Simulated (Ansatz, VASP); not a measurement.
## One calculation of C, two programs

```xyz
8
Lattice="3.5569 0.0001 -0.0002 -1.1504 3.7352 -0.0003 -0.5154 -0.2282 3.9970" Properties=species:S:1:pos:R:3 pbc="T T T"
C    -0.0372    1.4264    3.1417
C     2.0275    0.1517    0.1588
C     2.3659    1.5420    2.2382
C     0.5498    0.0928    2.8394
C     2.1876    1.2924    3.8516
C     1.0611    2.4045    3.6040
C     1.7676    2.9496    2.4092
C     1.8340    0.2056    1.7404
```

Change from the starting cell: the structure that the rattled fcc type (Fm-3m, No. 225) fell into.

Alike in both runs: functional PBE; k mesh 8 × 8 × 8; occupations gaussian, width 0.02 eV; no spin polarisation.

Ansatz relaxed the structure, and its values are those at the end. VASP's run is a single point on that final structure, the one shown.

|  | VASP | Ansatz |
| --- | --- | --- |
| version | VASP 6.6.1 | Ansatz 0.2.0 |
| potentials or method | VASP PAW PBE potentials, release 64 (C) | scalar-relativistic, plane waves, PAW |
| plane-wave cutoff (eV) | 520 | 420 |
| valence electrons in the cell | 32 | 32 |

```csv
,VASP,Ansatz,Ansatz less VASP
gap on the k mesh at the Fermi level (eV),2.13,2.13,+0.003
least direct gap on the mesh (eV),2.61,2.61,+0.002
pressure (GPa),0.6,0.0,-0.62
rms of the force components (eV/Å),0.025,0.002,-0.0239
```

With one functional, cell and mesh, what is left measures potentials, basis and numerics.
